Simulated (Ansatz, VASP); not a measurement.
## Two plane-wave programs on Si

```
Si
1.0
     0.00000    1.86747    1.86747
     1.86747    0.00000    1.86747
     1.86747    1.86747    0.00000
Si
1
Cartesian
  0.0000 0.0000 0.0000
```

Alike in both runs: task single point; functional r2SCAN; k mesh 18 × 18 × 18; occupations gaussian, width 0.1 eV; no spin polarisation.

|  | VASP | Ansatz |
| --- | --- | --- |
| version | VASP 6.6.1 | Ansatz 0.2.0 |
| potentials or method | VASP PAW PBE potentials, release 64 (Si) | scalar-relativistic, plane waves, PAW |
| plane-wave cutoff (eV) | 520 | 500 |
| valence electrons in the cell | 4 | 4 |

|  | VASP | Ansatz | Ansatz less VASP |
| --- | --- | --- | --- |
| gap on the k mesh at the Fermi level (eV) | none | none | - |
| pressure (GPa) | 5.9 | 5.8 | -0.10 |

A gap of «none» marks a metal or a gap that the smearing closes. The functional is the same, so the differences come from potentials, cutoffs and numerics.

Caveats: the PAW data sets were made with another functional, which shifts forces and pressure a little (VASP).
